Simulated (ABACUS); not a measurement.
Runs of ABACUS 3.10.1 on VO2. The structure is tetragonal, space group P4_2/mnm (No. 136). Conventional cell: a = 4.507 Å, b = 4.507 Å, c = 3.044 Å, α = 90.00°, β = 90.00°, γ = 90.00°. V (site symmetry mmm) is surrounded by 6 O at 1.91 to 1.99 Å. O (site symmetry m2m) is surrounded by 3 V at 1.91 to 1.99 Å. The cell is a database's computed one.

| level | gap on the mesh (eV) | pressure (GPa) | moment (μB) | largest force (eV/Å) |
| --- | --- | --- | --- | --- |
| revPBE | none | -3.3 | 2.00 | (b) |
| LDA | none | -19.1 | 2.00 | (a) |
| PBE | none | -6.8 | 2.00 | 0.29 |
| PBEsol | none | (c) | 2.00 | 0.33 |
| PW91 | none | -7.5 | 2.00 | 0.29 |

Alike in all rows: task single point; potentials or basis SG15 ONCV 1.2 PBE, DZP LCAO (the cutoffs set its grid); spin collinear, ferromagnetic start; cell as given; k mesh 6 × 6 × 9; cutoff (eV) 1361; smearing fermi-dirac 0.05 eV.

Problem. Estimate the missing entries.

Solution. (a) 0.36; (b) 0.28; (c) -13.8.

Caveats: the atomic orbitals were generated for these runs and aren't a published set; the basis of atomic orbitals isn't converged, which shifts pressures, moduli and gaps; semilocal functionals often make such compounds metallic where correlation or magnetic order opens a gap, which also shifts bond lengths; the potentials were made for another functional, which shifts forces and pressure (some runs).

A gap of «none» marks a metal or a gap under the smearing width.
